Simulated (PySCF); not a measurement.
NZnH3: MP2 correlation energy with HF

The system is NZnH3, in a box.

```
N Zn H
1.0
    11.00000    0.00000    0.00000
     0.00000   13.00000    0.00000
     0.00000    0.00000   11.00000
N Zn H
1 1 3
Direct
  0.50167 0.40226 0.48249
  0.54370 0.53639 0.47947
  0.41459 0.37925 0.45137
  0.51304 0.35569 0.56047
  0.58730 0.64775 0.46920
```

The cell isn't the ideal one: atoms moved at random, drawn with an rms of 0.05 Å.

```yaml
Program: PySCF 2.14.0
Task: MP2 correlation energy
Functional: HF
Potentials_or_basis: pob-tzvp-rev2 (all-electron)
k_mesh: 1 × 1 × 1
Occupations: fixed
Spin: no spin polarisation
Exponents_discarded_below_exp_to_discard: 0 1/bohr^2
Frozen_core_bands: 6
conv_tol: 1e-08 Ha
max_cycle: 60
exxdiv: ewald
Relativity: none
Coulomb_method: Gaussian density fitting (GDF)
Three-centre_integrals: read from an earlier run's file
```

```yaml
Gap_between_the_frontier_levels: 15.48 eV
Mulliken_charges: N -0.96; Zn +1.02; H +0.18, -0.41 e
MP2_correlation_energy_per_cell: -23.499 eV
```

Levels at points of the mesh, in eV from the valence-band top:
```tsv
k point	band 18	band 19	band 20	band 21	band 22	band 23
(0.00, 0.00, 0.00)	-3.70	-1.54	0.00	15.48	17.43	18.22
```

Run time: 6.3 s on 2 threads of Arm Neoverse V1, on a shared host, peak memory 1.9 GiB.

Caveat: the basis is small and the box finite, so much correlation energy is missing and levels can be off by tenths of an eV; Mulliken charges move with the basis; this is a molecule in a periodic box at the Γ point, so its band gap is the HOMO-LUMO gap; total energy, band gap and charges are those of the mean-field reference; the basis of atomic orbitals isn't converged, which shifts pressures, moduli and gaps; this basis is made for solids and lacks diffuse functions, so gaps of a molecule come out too wide by an eV or more.
